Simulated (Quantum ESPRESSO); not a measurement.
# Pt (Fm-3m) in Quantum ESPRESSO: a series of runs, part 2 of 3

Quantum ESPRESSO 7.5. The steps go on from the part before.

## 3. Phonons, LDA, target pressure 2 GPa, at which the enthalpy is minimised

Contents of pw.in:

```
&CONTROL
  calculation = 'scf'
  prefix = 'pwscf'
  outdir = './tmp'
  pseudo_dir = './pseudo'
  tprnfor = .true.
  tstress = .true.
  disk_io = 'low'
/
&SYSTEM
  ibrav = 0
  nat = 1
  ntyp = 1
  ecutwfc = 45
  ecutrho = 360
  nbnd = 14
  occupations = 'smearing'
  smearing = 'mv'
  degauss = 0.01469973
/
&ELECTRONS
  conv_thr = 2d-10
  electron_maxstep = 120
  mixing_beta = 0.5
/
ATOMIC_SPECIES
Pt   195.0840 pt_lda_v1.4.uspp.F.UPF
CELL_PARAMETERS angstrom
   0.0000000000    1.9609000000    1.9609000000
   1.9609000000    0.0000000000    1.9609000000
   1.9609000000    1.9609000000    0.0000000000
ATOMIC_POSITIONS angstrom
Pt     0.0000000000    0.0000000000    0.0000000000
K_POINTS automatic
10 10 10 0 0 0
```

Contents of relax.in:

```
&CONTROL
  calculation = 'vc-relax'
  prefix = 'pwscf'
  outdir = './tmp'
  pseudo_dir = './pseudo'
  tprnfor = .true.
  tstress = .true.
  disk_io = 'low'
  nstep = 40
  forc_conv_thr = 0.0001
  etot_conv_thr = 1d-06
/
&SYSTEM
  ibrav = 0
  nat = 1
  ntyp = 1
  ecutwfc = 45
  ecutrho = 360
  nbnd = 14
  occupations = 'smearing'
  smearing = 'mv'
  degauss = 0.01469973
/
&ELECTRONS
  conv_thr = 2d-10
  electron_maxstep = 120
  mixing_beta = 0.5
/
&IONS
  ion_dynamics = 'bfgs'
/
&CELL
  cell_dynamics = 'bfgs'
  press = 20
  press_conv_thr = 0.2
/
ATOMIC_SPECIES
Pt   195.0840 pt_lda_v1.4.uspp.F.UPF
CELL_PARAMETERS angstrom
   0.0000000000    1.9609000000    1.9609000000
   1.9609000000    0.0000000000    1.9609000000
   1.9609000000    1.9609000000    0.0000000000
ATOMIC_POSITIONS angstrom
Pt     0.0000000000    0.0000000000    0.0000000000
K_POINTS automatic
10 10 10 0 0 0
```

Contents of scf2.in:

```
&CONTROL
  calculation = 'scf'
  prefix = 'pwscf'
  outdir = './tmp'
  pseudo_dir = './pseudo'
  tprnfor = .true.
  tstress = .true.
  disk_io = 'low'
/
&SYSTEM
  ibrav = 0
  nat = 1
  ntyp = 1
  ecutwfc = 45
  ecutrho = 360
  nbnd = 14
  occupations = 'smearing'
  smearing = 'mv'
  degauss = 0.01469973
/
&ELECTRONS
  conv_thr = 1d-13
  electron_maxstep = 120
  mixing_beta = 0.5
  startingpot = 'file'
  startingwfc = 'file'
/
ATOMIC_SPECIES
Pt   195.0840 pt_lda_v1.4.uspp.F.UPF
CELL_PARAMETERS angstrom
   0.0000000000    1.9412570817    1.9412570817
   1.9412570817    0.0000000000    1.9412570817
   1.9412570817    1.9412570817    0.0000000000
ATOMIC_POSITIONS angstrom
Pt     0.0000000000    0.0000000000    0.0000000000
K_POINTS automatic
10 10 10 0 0 0
```

Contents of ph.in:

```
phonons of Pt
&INPUTPH
  prefix = 'pwscf'
  outdir = './tmp'
  tr2_ph = 1d-18
  fildyn = 'dyn'
  niter_ph = 90
  alpha_mix(1) = 0.4
/
0.5303300859 0.5303300859 -0.0000000000
```

Potentials or basis: GBRV 1.5 LDA.

Launch:

```console
OMP_NUM_THREADS=1 pw.x -in pw.in > pw.out
OMP_NUM_THREADS=1 pw.x -in relax.in > relax.out
OMP_NUM_THREADS=1 pw.x -in scf2.in > scf2.out
OMP_NUM_THREADS=1 ph.x -in ph.in > ph.out
```

pw.out:

```text
This program is part of the open-source Quantum ESPRESSO suite
     for quantum simulation of materials; please cite
[... 9 lines left out ...]
     --------------------
     sticks:   dense  smooth     PW     G-vecs:    dense   smooth      PW
     Sum         673     349    121                11791     4111     869

     Using Slab Decomposition

     bravais-lattice index     =            0
     lattice parameter (alat)  =       5.2405  a.u.
     unit-cell volume          =     101.7637 (a.u.)^3
     number of atoms/cell      =            1
     number of atomic types    =            1
     number of electrons       =        16.00
     number of Kohn-Sham states=           14
     kinetic-energy cutoff     =      45.0000  Ry
     charge density cutoff     =     360.0000  Ry
     scf convergence threshold =      2.0E-10
     mixing beta               =       0.5000
     number of iterations used =            8  plain     mixing
     Exchange-correlation=  SLA  PZ   NOGX NOGC
                           (   1   1   0   0   0   0   0)

     celldm(1)=   5.240459  celldm(2)=   0.000000  celldm(3)=   0.000000
     celldm(4)=   0.000000  celldm(5)=   0.000000  celldm(6)=   0.000000

[... 8 lines left out ...]
               b(3) = (  0.707107  0.707107 -0.707107 )

     PseudoPot. # 1 for Pt read from file:
     pt_lda_v1.4.uspp.F.UPF
     Pseudo is Ultrasoft + core correction, Zval = 16.0
     Generated by new atomic code, or converted to UPF format
     Using radial grid of  985 points,  6 beta functions with:
                l(1) =   0
                l(2) =   0
                l(3) =   1
                l(4) =   1
                l(5) =   2
                l(6) =   2
     Q(r) pseudized with  8 coefficients,  rinner =    1.300   1.300   1.300
                                                       1.300   1.300

     atomic species   valence    mass     pseudopotential
     Pt               16.00   195.08400     Pt( 1.00)

     48 Sym. Ops., with inversion, found

   Cartesian axes

     site n.     atom                  positions (alat units)
         1        Pt     tau(   1) = (   0.0000000   0.0000000   0.0000000  )

     number of k points=    47  Marzari-Vanderbilt smearing, width (Ry)=  0.0147
                       cart. coord. in units 2pi/alat
        k(    1) = (   0.0000000   0.0000000   0.0000000), wk =   0.0020000
        k(    2) = (   0.0707107   0.0707107  -0.0707107), wk =   0.0160000
        k(    3) = (   0.1414214   0.1414214  -0.1414214), wk =   0.0160000
        k(    4) = (   0.2121320   0.2121320  -0.2121320), wk =   0.0160000
        k(    5) = (   0.2828427   0.2828427  -0.2828427), wk =   0.0160000
        k(    6) = (  -0.3535534  -0.3535534   0.3535534), wk =   0.0080000
[... 39 lines left out ...]
        k(   46) = (  -0.0707107  -0.3535534   0.6363961), wk =   0.0480000
        k(   47) = (  -0.7071068   0.2828427   0.0000000), wk =   0.0240000

     Dense  grid:    11791 G-vectors     FFT dimensions: (  32,  32,  32)

     Smooth grid:     4111 G-vectors     FFT dimensions: (  24,  24,  24)

     Initial potential from superposition of free atoms

     starting charge      15.5000, renormalised to      16.0000

     negative rho (up, down):  1.838E-01 0.000E+00
     Starting wfcs are   12 randomized atomic wfcs +    2 random wfcs

     Self-consistent Calculation

     iteration #  1     ecut=    45.00 Ry     beta= 0.50
     Davidson diagonalization with overlap
     ethr =  1.00E-02,  avg # of iterations =  4.2

     negative rho (up, down):  1.715E-01 0.000E+00
[... 58 lines left out ...]
     iteration #  8     ecut=    45.00 Ry     beta= 0.50
     Davidson diagonalization with overlap
     ethr =  3.17E-12,  avg # of iterations =  2.5

     negative rho (up, down):  1.714E-01 0.000E+00

     End of self-consistent calculation

          k = 0.0000 0.0000 0.0000 (   531 PWs)   bands (ev):

   -30.3626 -30.3626 -30.3626  11.9086  18.4066  18.4066  18.4066  20.5930
    20.5930  36.8686  41.7626  41.7626  41.7626  47.2018

          k = 0.0707 0.0707-0.0707 (   534 PWs)   bands (ev):
[... 141 lines left out ...]
   -30.7604 -30.6110 -30.5172  15.6985  16.3360  19.9602  21.2842  22.2795
    27.7321  28.7338  32.6245  35.7710  42.8616  47.3584

          k =-0.7071 0.0000 0.0000 (   524 PWs)   bands (ev):

   -30.8104 -30.5411 -30.5411  15.1166  15.5719  22.2464  22.7175  22.7175
    23.9473  30.9802  33.5461  33.5461  42.3502  45.7226

          k = 0.2828 0.1414 0.0000 (   527 PWs)   bands (ev):

   -30.5733 -30.4449 -30.4050  14.2807  17.3662  18.7961  19.5030  19.9322
    21.4330  37.2407  39.1852  41.4360  41.9597  46.7344

          k = 0.3536 0.2121-0.0707 (   518 PWs)   bands (ev):
[... 51 lines left out ...]
   -30.6957 -30.6705 -30.5056  16.4124  17.1150  18.4194  20.4129  22.0672
    27.3726  30.2995  31.8397  36.6227  43.1883  47.8574

          k =-0.7071 0.1414 0.0000 (   504 PWs)   bands (ev):

   -30.7850 -30.5672 -30.5423  15.5021  15.9102  20.6551  21.6646  22.7190
    26.2897  30.1028  33.0966  34.0236  44.0448  45.5821

          k =-0.1414-0.4243 0.7071 (   515 PWs)   bands (ev):
[... 6 lines left out ...]
   -30.7014 -30.6537 -30.5241  16.6949  17.3076  17.8199  20.2569  22.3843
    28.1634  29.4644  32.5023  35.2364  44.7761  46.9803

          k =-0.7071 0.2828 0.0000 (   512 PWs)   bands (ev):

   -30.7183 -30.6351 -30.5442  16.3445  16.9082  18.5190  20.4677  22.7211
    29.1541  29.3066  31.5995  34.2767  46.0117  47.7275

     the Fermi energy is    22.2391 ev

!    total energy              =    -210.80333118 Ry
     estimated scf accuracy    <          3.1E-12 Ry
     smearing contrib. (-TS)   =       0.00006997 Ry
     internal energy E=F+TS    =    -210.80340115 Ry

     The total energy is F=E-TS. E is the sum of the following terms:
     one-electron contribution =     -20.12276320 Ry
     hartree contribution      =      24.48306127 Ry
     xc contribution           =     -56.79041187 Ry
     ewald contribution        =    -158.37328735 Ry

     convergence has been achieved in   8 iterations

     negative rho (up, down):  1.714E-01 0.000E+00

     Forces acting on atoms (cartesian axes, Ry/au):

     atom    1 type  1   force =     0.00000000    0.00000000    0.00000000

     Total force =     0.000000     Total SCF correction =     0.000000

     Computing stress (Cartesian axis) and pressure

     negative rho (up, down):  1.714E-01 0.000E+00
          total   stress  (Ry/bohr**3)                   (kbar)     P=      -71.01
  -0.00048269   0.00000000  -0.00000000          -71.01        0.00       -0.00
   0.00000000  -0.00048269   0.00000000            0.00      -71.01        0.00
  -0.00000000  -0.00000000  -0.00048269           -0.00       -0.00      -71.01

=------------------------------------------------------------------------------=
   JOB DONE.
=------------------------------------------------------------------------------=
```

It took 5 min on 1 thread of Arm Neoverse V2, shared host; peak memory 0.09 GiB.

Results:

| Quantity | Value |
| --- | --- |
| Free energy | -2868.1313 eV |
| Relaxed volume | 14.63 Å³/atom |
| Relaxed cell | a = 2.745 Å, b = 2.745 Å, c = 2.745 Å, α = 60.00°, β = 60.00°, γ = 60.00° |
| Space group after relaxing (to 0.05 Å) | Fm-3m (No. 225) |
| Pressure after relaxing | 1.9 GPa |
| Band gap on the k mesh | none (metal or under the smearing width) |
| Highest phonon frequency at the q point run | 200 cm⁻¹ |

Step by step:
```csv
step,energy change (eV),largest force (eV/Å),pressure (GPa),volume (Å³)
1,0.0000,0.0000,-7.10,15.08
2,-0.0002,0.0000,7.64,14.39
3,-0.0076,0.0000,1.66,14.65
4,-0.0074,0.0000,1.99,14.63
5,-0.0074,0.0000,2.01,14.63
```

Final structure:
```xyz
1
Lattice="0.0000 1.9413 1.9413 1.9413 0.0000 1.9413 1.9413 1.9413 0.0000" Properties=species:S:1:pos:R:3 pbc="T T T"
Pt    0.0000    0.0000    0.0000
```

Phonon frequencies in cm⁻¹ (negative: imaginary):
```tsv
q point	frequencies
(0.375, 0.375, 0.750)	131 174 200
```

Phonon modes at q = (0.375, 0.375, 0.750) in reciprocal lattice units:
```csv
mode,symmetry,cm⁻¹
1,B_1,131
2,A_1,174
3,B_2,200
```

Caveat: the mesh is thin for the phonons of a metal; the q point doesn't lie on the k mesh, which can shift a metal's frequencies strongly unless the mesh is converged. The run has no spin-orbit coupling, so splittings on Pt are missing.

(Part 2 of 3 ends here.)
